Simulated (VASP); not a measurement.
Here is a VASP 6.6.1 calculation.

INCAR

```
SYSTEM = Nd
  ADDGRID = .FALSE.
  ALGO = Normal
  EDIFF = 1E-8
  ENCUT = 900
  GGA = PS
  ISIF = 2
  ISMEAR = 1
  ISPIN = 2
  LASPH = .TRUE.
  LCHARG = .FALSE.
  LMAXMIX = 6
  LORBIT = 11
  LREAL = .FALSE.
  LWAVE = .FALSE.
  MAGMOM = 3 3
  NBANDS = 25
  NELM = 100
  PREC = Accurate
  SIGMA = 0.1
```

The input KPOINTS:

```
k-points
0
G
  20 20 11
  0 0 0
```

File POSCAR:

```
Nd
1.0
    3.6570000000      0.0000000000      0.0000000000
   -1.8285000000      3.1670549016      0.0000000000
    0.0000000000      0.0000000000      5.9020000000
Nd
2
Direct
    0.6666666667      0.3333333333      0.7500000000
    0.3333333333      0.6666666667      0.2500000000
```

Potentials or basis: VASP PAW PBE potentials, release 64 (Nd).

Command:

```bash
$ cat potpaw_PBE.64/Nd/POTCAR > POTCAR
$ mpirun -np 1 vasp_std > vasp.out
```

Task: What does it give for the band gap on the k mesh?

Result: None (metal or under the smearing width).

Task: Estimate the net moment.

Result: 8.26 μB per cell.

Task: Predict the pressure.

Result: -2.5 GPa.

Stress tensor (GPa, compression positive):
```
-2.30  0.00  0.00
 0.00 -2.30  0.00
 0.00  0.00 -3.00
```

Caveat: the magnetic or orbital state may not be the lowest; the PAW data sets were made with another functional, which shifts forces and pressure a little; spin-orbit coupling is left out, which moves the levels of the heavy elements. The state reached can hang on the start; a lower one may exist.
